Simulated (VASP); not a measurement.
Runs of VASP 6.6.1 on ZrO2. It takes space group Fm-3m (No. 225, cubic). The conventional cell has a = 5.090 Å, b = 5.090 Å, c = 5.090 Å, α = 90.00°, β = 90.00°, γ = 90.00°. Zr (site symmetry m-3m) has 8 O at 2.20 Å as nearest neighbours. Around O (site symmetry -43m) lie 4 Zr at 2.20 Å. Measurements of this composition are mostly on another form, of space group No. 14.

```csv
level,potentials or basis,cutoff (eV),gap on the mesh (eV),pressure (GPa),relaxed volume (Å³/atom)
PBEsol,"VASP PAW PBE potentials, release 64 (Zr_sv, O_s)",480,3.32,0.0,10.84
LDA,"VASP PAW LDA potentials, release 64 (Zr_sv, O)",600,3.33,0.0,(a)
PBEsol,"VASP PAW PBE potentials, release 64 (Zr_sv, O)",580,3.32,0.0,10.84
PBE+D3(BJ),"VASP PAW PBE potentials, release 64 (Zr_sv, O)",600,3.36,0.0,(b)
PBEsol,"VASP PAW PBE potentials, release 64 (Zr_sv, O)",600,3.32,0.0,10.83
```

Alike in all rows: task relaxation of cell and atoms; no spin polarisation; cell relaxed; k mesh 8 × 8 × 8; smearing gaussian 0.02 eV.

Problem. Fill in the values left out.

Solution. (a) 10.60; (b) 10.98.

Caveats: the PAW data sets were made with another functional, which shifts forces and pressure a little (some runs).

A k mesh can miss the band edges, and the runs leave out spin-orbit coupling on Zr.
